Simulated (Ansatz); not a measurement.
**Os under changes of volume**

One of the cells (13.982 Å³/atom); the others are scaled copies at fixed shape and fractional positions:

```
CELL_PARAMETERS angstrom
2.73410 0.00000 0.00000
-1.36705 2.36780 0.00000
0.00000 0.00000 4.31970
ATOMIC_POSITIONS crystal
Os 0.66667 0.33333 0.75000
Os 0.33333 0.66667 0.25000
```

* Program: Ansatz 0.2.0
* Functional: r2SCAN
* Potentials or basis: Ansatz PAW
* Cutoff: 500 eV (not typed: the program's choice for these potentials)
* k mesh: 11 × 11 × 6
* Occupations: fermi-dirac, width 0.05 eV
* Spin: no spin polarisation

| volume (Å³/atom) | energy over the lowest point (meV/atom) | pressure (GPa) |
| --- | --- | --- |
| 13.143 | 81.73 | 32.0 |
| 13.423 | 36.14 | 20.5 |
| 13.703 | ? | ? |
| 13.982 | 0.00 | 1.0 |
| 14.262 | 5.55 | -7.1 |
| 14.542 | 24.58 | -14.4 |
| 14.821 | 55.63 | -20.9 |

Task: What does the run at 13.703 Å³/atom give?

Result: Energy over the lowest point 9.58 meV/atom; pressure 10.2 GPa.

Worked out: A Birch-Murnaghan fit of order 3 (a polynomial in V^(-2/3)) to the other rows has its minimum at 14.01 Å³/atom with B0 = V·E''(V) = 428 GPa and B' = 4.7 at fixed shape and positions, which overstates the stiffness. It gives 9.58 meV/atom at 13.703 Å³/atom, against the run's 9.58, and -dE/dV = 10.2 GPa, against 10.2.

Energies are extrapolated to zero smearing.

Caveats: the PAW data sets come from PBE, with cores solved anew for the run's functional, which leaves a small shift of forces and pressure.
